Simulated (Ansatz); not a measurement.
# Mechanical response of MoS2 (R3m)

```xyz
3
Lattice="1.5631 0.9025 5.9915 -1.5631 0.9025 5.9915 0.0000 -1.8049 5.9915" Properties=species:S:1:pos:R:3 pbc="T T T"
Mo    0.0000    0.0000    0.0015
S     0.0000    0.0000    4.4418
S     0.0000    0.0000    7.5458
```

The conventional cell has a = 3.126 Å, b = 3.126 Å, c = 17.975 Å, α = 90.00°, β = 90.00°, γ = 120.00°. Around Mo (atom 1) lie 6 S at 2.38 Å. Around S (atom 2) lie 3 Mo at 2.38 Å. Around S (atom 3) lie 3 Mo at 2.38 Å.

Computed, not measured; unless marked otherwise by LDA, all-electron LAPW in Ansatz 0.2.0, scalar-relativistic. k mesh 8×8×8, fixed occupations, basis error target 0.5 meV/atom. The cell was relaxed by PAW under this functional, which moved its volume by -5 % from the database entry's.

The cell is trigonal and carries a residual pressure of 0.03 GPa at this level. Each strain component that symmetry leaves independent is applied at ±0.003, the ions relax wherever a strain frees them, and the stress (tension positive, GPa) is read. Shears are engineering strains, γ = 2ε.

| strain | size | σxx | σyy | σzz | σyz | σxz | σxy |
| --- | --- | --- | --- | --- | --- | --- | --- |
| xx | -0.003 | -0.7885 | -0.2298 | -0.0523 | -0.0152 | 0.0000 | 0.0000 |
| xx | +0.003 | 0.6816 | 0.1405 | 0.0453 | 0.0148 | 0.0000 | 0.0000 |
| zz | -0.003 | -0.0950 | -0.0950 | -0.1458 | 0.0000 | 0.0000 | 0.0000 |
| zz | +0.003 | 0.0029 | 0.0029 | 0.1312 | 0.0000 | 0.0000 | 0.0000 |
| yz | -0.003 | -0.0601 | -0.0300 | -0.0045 | -0.0649 | 0.0000 | 0.0000 |
| yz | +0.003 | -0.0302 | -0.0600 | -0.0046 | 0.0672 | 0.0000 | 0.0000 |

A central difference gives one constant, for example C11 ≈ (0.6816 − (-0.7885))/(0.006) = 245.0 GPa; the program then imposes the crystal's symmetry on the whole matrix.

Problem. What are the independent elastic constants?

Solution. C11 = 245.0, C12 = 61.7, C13 = 16.3, C14 = 5.0, C33 = 46.2, C44 = 22.0 GPa.

Problem. Is the crystal stable against homogeneous strain?

Solution. The least eigenvalue of the 6×6 matrix is 21.7 GPa, so yes.

Problem. What moduli does a random aggregate of grains have?

Solution. Voigt and Reuss bounds: B from 40.8 to 80.5 and G from 33.4 to 56.6 GPa; their means are B = 60.7 and G = 45.0 GPa. Then E = 9BG/(3B + G) = 108.3 GPa, ν = (3B − 2G)/(6B + 2G) = 0.203 and B/G = 1.35, on the brittle side of Pugh's 1.75 (a rule of thumb, made for metals; it doesn't predict ductility here).

Problem. With the density of 5.241 g/cm³, how fast does sound travel, and what Debye temperature follows?

Solution. 

```tsv
direction	slow (m/s)	middle (m/s)	fast (m/s)
x	2033	4190	6837
y	2044	4182	6839
z	2049	2049	2968
```

The mean of v⁻³ over directions and branches gives v_m = 2873 m/s and θ_D = (ħ/k_B) v_m (6π²n)^(1/3) = 333 K, n being atoms per volume. Young's modulus spans 44 to 227 GPa over directions, and the universal anisotropy index is 4.44.

Problem. How far do the constants move if PAW replaces LAPW in the same cell?

Solution. 

```csv
constant,LAPW (GPa),PAW (GPa),difference
C11,245.0,244.7,-0.3
C12,61.7,61.7,0.0
C13,16.3,16.3,0.0
C14,5.0,5.0,0.0
C33,46.2,45.9,-0.3
C44,22.0,22.0,0.0
```

Problem. How do the constants change if the ions are clamped to the homogeneous strain?

Solution. Clamped values, with the change against relaxed ions: C11 = 287.3 (+42.3), C12 = 88.5 (+26.8), C13 = 113.2 (+96.9), C14 = 3.2 (-1.8), C33 = 317.8 (+271.6), C44 = 156.5 (+134.5) GPa.

Keep in mind: no dispersion correction, so the spacing and stiffness between layers or molecules are poor; constants at zero field, no piezoelectric stiffening; the frozen-core PAW files of the compared runs were fitted under PBE, their cores solved anew for this functional.
